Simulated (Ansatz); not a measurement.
ZrO$_{2}$ (tetragonal-ZrO2 type, space group P4_2/nmc)

```xyz
6
Lattice="3.6210 0.0000 0.0000 0.0000 3.6210 0.0000 0.0000 0.0000 5.2828" Properties=species:S:1:pos:R:3 pbc="T T T"
Zr     0.0000     0.0000     0.0000
Zr     1.8105     1.8105     2.6414
O      0.0000     1.8105     1.0184
O      0.0000     1.8105     3.6598
O      1.8105     0.0000     1.6230
O      1.8105     0.0000     4.2644
```

In this cell atom 6 (O, nearest neighbour Zr at 2.077 Å; its periodic images, 3.6 Å or more away, move with it) is moved by s towards the nearest neighbour, unit vector (-0.872, 0.000, 0.490); all other atoms and the cell stay fixed.

All values below come from PBE (plane waves to 420 eV, PAW, scalar-relativistic; Ansatz, a program for electronic structure). k mesh 7×7×5 (Γ-centred), Fermi-Dirac smearing 0.05 eV. E stands for the smeared free energy. Left out: 2 of 11 points, with atoms too close for the PAW data. This is a high-temperature form of ZrO2. ZrO2 is run without spin polarisation. ZrO2 was relaxed with its symmetry unable to fall. The zero of ΔE is the undisplaced structure.

```
s (Å)   ΔE (meV/cell)
------  -------------
-0.420            985
-0.336            663
-0.252            393
-0.168            185
-0.084             49
0.000               0
0.084        withheld
0.168             245
0.252             604
```

### Question
Fit a polynomial form (powers 2, 3, 4) to the given rows and predict ΔE at s = 0.084.

### Answer
Least squares on the 8 given rows: ΔE = (7564)·s² + (6552)·s³ + (4396)·s⁴, in meV/cell with s in Å; root-mean-square residual 1.4 meV/cell. At 0.084 the fit gives 57 meV/cell; the calculation gives 56 meV/cell, so the interpolation is off by 1 (+1.8 %). The quadratic term alone would give 53 meV/cell.

(For displaced atoms, the force is minus the slope of the energy, and its curvature is a force constant, which sets phonon frequencies.)
